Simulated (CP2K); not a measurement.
## Ca under changes of volume

One of the cells (44.721 Å³/atom); the others are scaled copies at fixed shape and fractional positions:

```xyz
2
Lattice="3.9800 0.0000 0.0000 -1.9900 3.4468 0.0000 0.0000 0.0000 6.5200" Properties=species:S:1:pos:R:3 pbc="T T T"
Ca    1.9900    1.1489    4.8900
Ca    0.0000    2.2979    1.6300
```

This isn't the form of Ca at room conditions, which is fcc.

```yaml
Program: CP2K 2026.2
Functional: PBE
Potentials_or_basis: POTENTIAL_UZH Ca GTH-PBE-q10; TZVP-MOLOPT-PBE-GTH basis
Density_cutoff: 6123 eV
k_mesh: 8 × 8 × 4
Occupations: fermi-dirac, width 0.05 eV
Spin: no spin polarisation
```

```csv
volume (Å³/atom),energy over the lowest point (meV/atom),pressure (GPa)
42.038,0.42,0.3
42.932,0.00,-0.1
43.827,1.60,-0.4
44.721,5.05,-0.8
45.616,?,?
46.510,16.83,-1.3
47.405,24.87,-1.5
```

What does the run at 45.616 Å³/atom give?

Energy over the lowest point 10.17 meV/atom; pressure -1.0 GPa.

Worked out: A Birch-Murnaghan fit of order 3 (a polynomial in V^(-2/3)) to the other rows has its minimum at 42.66 Å³/atom with B0 = V·E''(V) = 17.8 GPa and B' = 3.6 at fixed shape and positions, which overstates the stiffness. It gives 10.18 meV/atom at 45.616 Å³/atom, against the run's 10.17, and -dE/dV = -1.1 GPa, against -1.0.

Energies are extrapolated to zero smearing.

Caveats: the cell was measured hot, at 723 K; the basis of atomic orbitals isn't converged, which shifts pressures, moduli and gaps.
